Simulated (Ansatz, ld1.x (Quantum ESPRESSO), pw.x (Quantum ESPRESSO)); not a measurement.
## Equation-of-state test of one TM potential (chromium (Cr))

Cr, norm-conserving Troullier–Martins (Kleinman–Bylander form), made with ld1.x (Quantum ESPRESSO) 7.5 (PBEsol, scalar-relativistic). Core [Ar], reference 3d5 4s1 4p0. Waves: 4p (bound, empty): rc 2.75 bohr; 3d (bound): rc 1.75 bohr; 4s (bound): rc 2.75 bohr. Local part: the s channel. Core correction: none.

Atomic tests: cutoffs needed: 80 Ry and 90 Ry (the cutoffs (Ry, on a coarse ladder) from which the occupation-weighted sum of valence levels, in a spherical-Bessel basis at the reference potential, stays within 10 and 1 mRy of its value at 400 Ry); ghost test: no extra level below or beside the all-electron valence levels (p, d, s, f tested) (spherical-Bessel basis up to 400 Ry, 20 bohr box); configuration tests: 1 of 7 tests not solved or not reliable.

Crystal test: fcc Cr in pw.x 7.5, no spin, 16³ k-points, Fermi–Dirac smearing 0.01 Ry, cutoffs 110/440 Ry. The reference is all-electron LAPW (Ansatz 0.2.0) with the same functional, mesh and smearing; V0 and B0 come from Birch–Murnaghan fits to the pressures at five volumes. Errors are pseudo minus all-electron; Δ is the rms difference of the E(V) curves that follow from these fits, minima aligned, over ±6 % about the mean V0. Mesh and smearing are coarse, so the numbers serve the comparison and aren't converged zero-temperature values; the lattice is a test structure that the element need not adopt. Spin polarisation and strong correlation are left out, which matters for this element.

All-electron: a0 = 3.582 Å (V0 = 11.49 Å³/atom), B0 = 256.5 GPa.

Question: How far does the potential miss the all-electron equation of state?

Answer: mean pressure error (GPa): +17.46. The pressure does not cross zero within the volumes sampled, so no fit is given. The largest radius (2.75 bohr) exceeds half the bond length (2.40 bohr), so the spheres overlap, which is one possible source of error among others. This is a poor potential for the solid. Atomic configuration tests: 1 of 7 tests not solved or not reliable.

```csv
V (Å³/atom),P all-electron (GPa),P pseudo (GPa)
10.944,13.84,34.09
11.232,6.14,24.87
11.520,-0.63,16.71
11.808,-6.59,9.48
12.096,-11.83,3.09
```

Question: At the middle volume, how do free energy and pressure move when the wave cutoff is lowered (ecutrho kept at four times it)?

Answer:

```csv
cutoff (Ry),shift of F (meV/atom),shift of P (GPa)
50,+3758.8,-242.46
66,+301.7,-33.65
88,+2.0,-0.12
```

The run at the middle volume (145 k-points, 9 iterations) took about 13 s on one core of a shared host (Neoverse-V2, 96 threads, 742 GiB, load 38).
